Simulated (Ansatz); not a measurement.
# ZnO: the cost of one run

All numbers below are computed with Ansatz 0.2.0 (DFT PBEsol, scalar-relativistic, plane waves, PAW).

3 further runs of the same task are left out: 3 set aside as unsound or not needed.

**1. The structure to begin with**

The cell holds 35 atoms (O18Zn17): a = 7.648 Å, b = 7.648 Å, c = 7.648 Å, α = 78.63°, β = 78.63°, γ = 78.63°.

The coordinates of this cell stand in the input of its own run.

The host was relaxed before at PBEsol: a = 3.231 Å, b = 3.231 Å, c = 5.214 Å, α = 90.00°, β = 90.00°, γ = 120.00° (conventional cell), 11.781 Å³/atom.

Places, in fractions of the supercell: a vacancy on Zn at (0.278, 0.611, 0.611). Its neighbours start displaced at random by about 0.03 Å.

**2. Band edges of the host over the zone**

File input.yaml:

```yaml
crystal:
  lattice:
    - [3.2305167399, 0.0, 0.0]
    - [-1.6152583699, 2.7977095641, 0.0]
    - [0.0, 0.0, 5.213936246]
  atoms:
    - { symbol: Zn, position: [0.6666666667, 0.3333333333, 0.5006385768] }
    - { symbol: Zn, position: [0.3333333333, 0.6666666667, 0.0006385768] }
    - { symbol: O, position: [0.6666666667, 0.3333333333, 0.8796714232] }
    - { symbol: O, position: [0.3333333333, 0.6666666667, 0.3796714232] }
basis:
  ecutwfc: 420
  xc_grid: 2
kpoints:
  mp_grid: { grid: [9, 9, 6] }
  band_path: { path: [VBM, CBM], npoints: 2 }
hamiltonian:
  xc: pbesol
scf:
  occupations: { method: gaussian, width: 0.02 }
output:
  forces: true
  stress: true
  eigenvalues: true
```

Started as:

```
ansatz run input.yaml --threads 8 --pin off --max-ram 16384MiB --backend cpu --events-out ev --progress --plain --runs-dir out
```

Q: Estimate wall time and peak memory on 8 threads of Arm Neoverse N1, shared host.

About 2.6 s, with a peak of 0.44 GiB.
